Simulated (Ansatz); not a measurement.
The system is Cr.

```xyz
1
Lattice="-1.4844 1.4844 1.4844 1.4844 -1.4844 1.4844 1.4844 1.4844 -1.4844" Properties=species:S:1:pos:R:3 pbc="T T T"
Cr    0.0000    0.0000    0.0000
```

Base run:

```yaml
Program: Ansatz 0.2.0
Functional: PBE
Potentials_or_basis: Ansatz PAW
Cutoff: "420 eV (not typed: the program's choice for these potentials)"
k_mesh: 10 × 10 × 10
Occupations: fermi-dirac, width 0.05 eV
Spin: collinear spin, ferromagnetic start
Starting_moments: "[1.5] μB"
Fixed_moment: 1.5 μB
```

Its results: pressure -8.9 GPa; site moments Cr +1.35 μB.

Task: After a change of settings the same cell gave: pressure 135.8 GPa; site moments Cr +4.70 μB. Which change was it?
A. fixed moment from 1.5 μB to 6 μB; moments at the start from [1.5] to [6.0]
B. fixed moment from 1.5 μB to 2.2 μB; moments at the start from [1.5] to [2.2]
C. fixed moment from 1.5 μB to 4.5 μB; moments at the start from [1.5] to [4.5]
D. fixed moment from 1.5 μB to 3.8 μB; moments at the start from [1.5] to [3.8]

Result: A.

Caveats: the total moment is fixed, so each spin has its own Fermi level; the thresholds are loose for stress; a pressure of tens of GPa on the cell as given is suspect, and the run, the potentials or the cell itself is likely at fault (some runs).
